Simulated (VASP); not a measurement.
# Cu (Fm-3m) in VASP: a series of runs

The runs below take Cu through relaxation of the atoms, relaxation of cell and atoms, with LDA, r2SCAN, PBEsol.

Everything below comes from runs of VASP 6.6.1. Logs are shortened: lines on timing, memory, paths and dates and some standing lists are left out, and cuts for length are marked.

## 1. The crystal as given

It takes space group Fm-3m (No. 225, cubic). The conventional cell has a = 3.615 Å, b = 3.615 Å, c = 3.615 Å, α = 90.00°, β = 90.00°, γ = 90.00°. Cu (site symmetry m-3m) is surrounded by 12 Cu at 2.56 Å.

## 2. Relaxation of the atoms, LDA (a relaxed cell with its volume scaled by 1.06)

Input file INCAR:

```
SYSTEM = Cu
PREC = Accurate
ENCUT = 600
EDIFF = 1E-7
ISMEAR = 1
SIGMA = 0.1
LREAL = .FALSE.
LASPH = .TRUE.
NELM = 80
ALGO = Normal
ISIF = 2
LWAVE = .FALSE.
LCHARG = .FALSE.
GGA = CA
IBRION = 2
NSW = 40
EDIFFG = -0.01
```

Input file KPOINTS:

```
regular mesh
0
G
  18 18 18
  0 0 0
```

Input file POSCAR:

```
Cu                                      
1.0
    0.0000000000      1.7969646375      1.7969646375
    1.7969646375      0.0000000000      1.7969646375
    1.7969646375      1.7969646375      0.0000000000
  Cu            
     1
Direct
     0.0000000000000000    0.0000000000000000    0.0000000000000000
```

Potentials or basis: VASP PAW LDA potentials, release 64 (Cu).

Launch:

```console
cat potpaw_LDA.64/Cu/POTCAR > POTCAR
mpirun -np 1 vasp_std > vasp.out
```

OUTCAR:

```text
SYSTEM = Cu
   PREC = Accurate
   ENCUT = 600
   EDIFF = 1E-7
   ISMEAR = 1
   LREAL = .FALSE.
   LASPH = .TRUE.
   NELM = 80
   ISIF = 2
   GGA = CA
   IBRION = 2
   NSW = 40
   EDIFFG = -0.01

 ion  position               nearest neighbor table
   1  0.000  0.000  0.000-

  LATTYP: Found a face centered cubic cell.
 ALAT       =     3.5939292750

  Lattice vectors:

 A1 = (   0.0000000000,   1.7969646375,   1.7969646375)
 A2 = (   1.7969646375,   0.0000000000,   1.7969646375)
 A3 = (   1.7969646375,   1.7969646375,   0.0000000000)

Analysis of symmetry for initial positions (statically):
=====================================================================
 Subroutine PRICEL returns:
 Original cell was already a primitive cell.

 Routine SETGRP: Setting up the symmetry group for a
 face centered cubic supercell.

 Subroutine GETGRP returns: Found 48 space group operations
 (whereof 48 operations were pure point group operations)
 out of a pool of 48 trial point group operations.

The static configuration has the point symmetry O_h .

Analysis of symmetry for dynamics (positions and initial velocities):
=====================================================================
 Subroutine PRICEL returns:
 Original cell was already a primitive cell.

 Routine SETGRP: Setting up the symmetry group for a
 face centered cubic supercell.

 Subroutine GETGRP returns: Found 48 space group operations
 (whereof 48 operations were pure point group operations)
 out of a pool of 48 trial point group operations.

The dynamic configuration has the point symmetry O_h .

 Subroutine INISYM returns: Found 48 space group operations
 (whereof 48 operations are pure point group operations),
 and found     1 'primitive' translations

----------------------------------------------------------------------------------------

                                     Primitive cell

  volume of cell :      11.6051

  direct lattice vectors                    reciprocal lattice vectors
     0.000000000  1.796964637  1.796964637    -0.278246989  0.278246989  0.278246989
     1.796964637  0.000000000  1.796964637     0.278246989 -0.278246989  0.278246989
     1.796964637  1.796964637  0.000000000     0.278246989  0.278246989 -0.278246989

  length of vectors
     2.541291761  2.541291761  2.541291761     0.481937922  0.481937922  0.481937922

  position of ions in fractional coordinates (direct lattice)
     0.000000000  0.000000000  0.000000000

  ion indices of the primitive-cell ions
   primitive index   ion index
                 1           1

----------------------------------------------------------------------------------------

 KPOINTS: regular mesh

Automatic generation of k-mesh.
 Grid dimensions read from file:
 generate k-points for:   18   18   18

 Generating k-lattice:

  Cartesian coordinates                     Fractional coordinates (reciprocal lattice)
    -0.015458166  0.015458166  0.015458166     0.055555556  0.000000000  0.000000000
     0.015458166 -0.015458166  0.015458166     0.000000000  0.055555556  0.000000000
     0.015458166  0.015458166 -0.015458166     0.000000000  0.000000000  0.055555556

  Length of vectors
     0.026774329  0.026774329  0.026774329

  Shift w.r.t. Gamma in fractional coordinates (k-lattice)
     0.000000000  0.000000000  0.000000000

 Subroutine IBZKPT returns following result:
 ===========================================

 Found    195 irreducible k-points:

 Following reciprocal coordinates:
            Coordinates               Weight
  0.000000  0.000000  0.000000      1.000000
  0.055556  0.000000  0.000000      8.000000
  0.111111  0.000000  0.000000      8.000000
  0.166667  0.000000  0.000000      8.000000
  0.222222  0.000000  0.000000      8.000000
  0.277778  0.000000  0.000000      8.000000
[... 16 lines left out ...]
 -0.277778  0.055556  0.000000     24.000000
 -0.222222  0.055556  0.000000     24.000000
 [... further k-points ...]
   k-points           NKPTS =    195   k-points in BZ     NKDIM =    195   number of bands    NBANDS=      9
   number of dos      NEDOS =    301   number of ions     NIONS =      1
   total plane-waves  NPLWV =   8000
   dimension x,y,z NGX =    20 NGY =   20 NGZ =   20
   dimension x,y,z NGXF=    40 NGYF=   40 NGZF=   40
   ions per type =               1
   NGX,Y,Z   is equivalent  to a cutoff of  13.08, 13.08, 13.08 a.u.
   NGXF,Y,Z  is equivalent  to a cutoff of  26.17, 26.17, 26.17 a.u.
 SYSTEM =  Cu
   PREC   = accura    normal or accurate (medium, high low for compatibility)
   ISTART =      0    job   : 0-new  1-cont  2-samecut
   ICHARG =      2    charge: 1-file 2-atom 10-const
   ISPIN  =      1    spin polarized calculation?
   LNONCOLLINEAR =      F non collinear calculations
   LSORBIT =      F    spin-orbit coupling
   LASPH  =      T    aspherical Exc in radial PAW
   ENCUT  =  600.0 eV  44.10 Ry    6.64 a.u.   5.08  5.08  5.08*2*pi/ulx,y,z
   NELM   =     80;   NELMIN=  2; NELMDL= -5     # of ELM steps
   EDIFF  = 0.1E-06   stopping-criterion for ELM
   LREAL  =      F    real-space projection
   EDIFFG = -.1E-01   stopping-criterion for IOM
   NSW    =     40    number of steps for IOM
   IBRION =      2    ionic relax: 0-MD 1-quasi-New 2-CG
   NFREE  =      1    steps in history (QN), initial steepest desc. (CG)
   ISIF   =      2    stress and relaxation
   ISYM   =      2    0-nonsym 1-usesym 2-fastsym
   POTIM  = 0.5000    time-step for ionic-motion
   TEBEG  =    0.0;   TEEND  =   0.0 temperature during run
   PSTRESS=    0.0 pullay stress
   NELECT =      11.0000    total number of electrons
   NUPDOWN=      -1.0000    fix difference up-down
   EMIN   =  10.00;   EMAX   =-10.00  energy-range for DOS
   EFERMI =   0.00;   METHOD = LEGACY
   ISMEAR =     1;   SIGMA  =   0.10  broadening in eV -4-tet -1-fermi 0-gaus
   EFERMI_NEDOS =   21; number of points for ismear=-14 and -15
   IALGO  =     38    algorithm
   IMIX   =      4    mixing-type and parameters
     AMIX     =   0.40;   BMIX     =  1.00
     AMIX_MAG =   1.60;   BMIX_MAG =  1.00
  volume/ion in A,a.u.               =      11.61        78.32
  Fermi-wavevector in a.u.,A,eV,Ry     =   1.608136  3.038937 35.186060  2.586102
  Thomas-Fermi vector in A             =   2.704054
   LORBIT       =      0    0 simple, 1 ext, 2 COOP (PROOUT), +10 PAW based schemes
   GGA     = CA    functional components
   LHFCALC =     F    Hartree Fock is set to
   AEXX    =    0.0000 exact exchange contribution
   IVDW    =     0    specifies the selected vdW correction
   LEPSILON=     F    determine dielectric tensor
   LRPA    =     F    only Hartree local field effects (RPA)
 conjugate gradient relaxation of ions
 non-spin polarized calculation
 Methfessel and Paxton  Order N= 1 SIGMA  =   0.10
  energy-cutoff  :      600.00
  volume of cell :       11.61
 maximum number of plane-waves:       397
   NGX = 11   NGY = 11   NGZ = 11

 number of electron      11.0000007 magnetization

 Free energy of the ion-electron system (eV)
  ---------------------------------------------------
  ext. energy  EPLUGINS =         0.00000000
  ---------------------------------------------------
  free energy    TOTEN  =        -4.68748876 eV

  energy without entropy =       -4.68749908  energy(sigma->0) =       -4.68749220

 E-fermi :   7.5239     XC(G=0): -13.2044

 val. band max:        7.4781157766   @ k =   0.5000   0.3333   0.1667
 cond. band min:       7.5393408236   @ k =   0.5000   0.2778   0.1111
 fundamental gap:      0.0612250470
 Fermi energy:         7.5239147116

 k-point     1 :       0.0000    0.0000    0.0000
  band No.  band energies     occupation
      1      -1.9224      2.00000
      2       4.4399      2.00000
      3       4.4399      2.00000
      4       4.4399      2.00000
      5       5.3011      2.00000
      6       5.3011      2.00000
      7      30.3836      0.00000
      8      32.9844      0.00000
      9      32.9844      0.00000

 k-point     2 :       0.0556    0.0000    0.0000
  band No.  band energies     occupation
      1      -1.8085      2.00000
      2       4.4153      2.00000
      3       4.4621      2.00000
      4       4.4621      2.00000
      5       5.2923      2.00000
      6       5.2923      2.00000
      7      29.7292      0.00000
      8      31.6351      0.00000
      9      32.6217      0.00000

 k-point     3 :       0.1111    0.0000    0.0000
  band No.  band energies     occupation
      1      -1.4706      2.00000
      2       4.3485      2.00000
      3       4.5197      2.00000
      4       4.5197      2.00000
      5       5.2742      2.00000
      6       5.2742      2.00000
      7      27.2703      0.00000
      8      31.0764      0.00000
      9      31.9531      0.00000

 k-point     4 :       0.1667    0.0000    0.0000
  band No.  band energies     occupation
      1      -0.9223      2.00000
      2       4.2610      2.00000
      3       4.5838      2.00000
      4       4.5838      2.00000
      5       5.2739      2.00000
      6       5.2739      2.00000
      7      24.3718      0.00000
      8      30.8344      0.00000
      9      31.3116      0.00000
[... 205 lines left out ...]
 k-point    22 :      -0.3333    0.0556    0.0000
  band No.  band energies     occupation
      1       1.7645      2.00000
      2       4.4816      2.00000
      3       4.5104      2.00000
      4       4.5362      2.00000
      5       5.5695      2.00000
      6       5.8845      2.00000
      7      15.5532      0.00000
      8      27.2716      0.00000
      9      30.1332      0.00000

 k-point    23 :      -0.2778    0.0556    0.0000
  band No.  band energies     occupation
      1       1.0199      2.00000
      2       4.2009      2.00000
      3       4.5550      2.00000
      4       4.6000      2.00000
      5       5.3950      2.00000
      6       5.6712      2.00000
      7      18.0118      0.00000
      8      27.4039      0.00000
      9      30.7820      0.00000

 k-point    24 :      -0.2222    0.0556    0.0000
  band No.  band energies     occupation
      1       0.1713      2.00000
      2       4.1435      2.00000
      3       4.6053      2.00000
      4       4.6444      2.00000
      5       5.2493      2.00000
      6       5.5015      2.00000
      7      20.6742      0.00000
      8      27.7048      0.00000
      9      31.4443      0.00000

 [... further k-points ...]
[... 5 lines left out ...]
  --------------------------------------------------------------------------------------
  -------------------------------------------------------------------------------------
  Total       -0.6704491     -0.6704491     -0.6704491      0.0000000      0.0000000      0.0000000
  in kB      -92.5609481    -92.5609481    -92.5609481      0.0000000      0.0000000      0.0000000
  external PRESSURE =     -92.5609481 kB  Pullay stress =       0.0000000 kB

 VOLUME and BASIS-vectors are now :
 -----------------------------------------------------------------------------
  energy-cutoff  :      600.00
  volume of cell :       11.61
      direct lattice vectors                 reciprocal lattice vectors
     0.000000000  1.796964637  1.796964637    -0.278246989  0.278246989  0.278246989
     1.796964637  0.000000000  1.796964637     0.278246989 -0.278246989  0.278246989
     1.796964637  1.796964637  0.000000000     0.278246989  0.278246989 -0.278246989

 POSITION                                       TOTAL-FORCE (eV/Angst)
 -----------------------------------------------------------------------------------
      0.00000      0.00000      0.00000         0.000000      0.000000      0.000000
 -----------------------------------------------------------------------------------
    total drift:                                0.000000     -0.000000     -0.000000

  FREE ENERGIE OF THE ION-ELECTRON SYSTEM (eV)
  ---------------------------------------------------
  free  energy   TOTEN  =        -4.6874887557 eV

  energy  without entropy=       -4.6874990836  energy(sigma->0) =       -4.68749220

 reached required accuracy - stopping structural energy minimisation
```

Run time: 30 s. Hardware: 1 thread of Intel Xeon Platinum 8259CL at 2.50GHz (Skylake/Cascade Lake), shared host; peak memory 0.13 GiB.

Results:

```
Free energy             : -4.6875 eV
Pressure after relaxing : -9.3 GPa
Band gap on the k mesh  : none (metal or under the smearing width)
```

Final structure:
```
Cu
1.0
     0.00000    1.79696    1.79696
     1.79696    0.00000    1.79696
     1.79696    1.79696    0.00000
Cu
1
Direct
  0.00000 0.00000 0.00000
```

Levels at points of the mesh, in eV from the Fermi level:
```
           k point  band 4  band 5  band 6  band 7  band 8  band 9
(0.00, 0.00, 0.00)   -3.08   -2.22   -2.22   22.86   25.46   25.46
(0.50, 0.00, 0.00)   -1.64   -1.64   -0.99    3.85   21.37   22.22
(0.50, 0.50, 0.00)   -1.49   -1.49    1.51    7.27   13.17   13.17
```

Caveat: the relaxation stopped at its first step, so nothing moved.

[end of part 1 of 2]
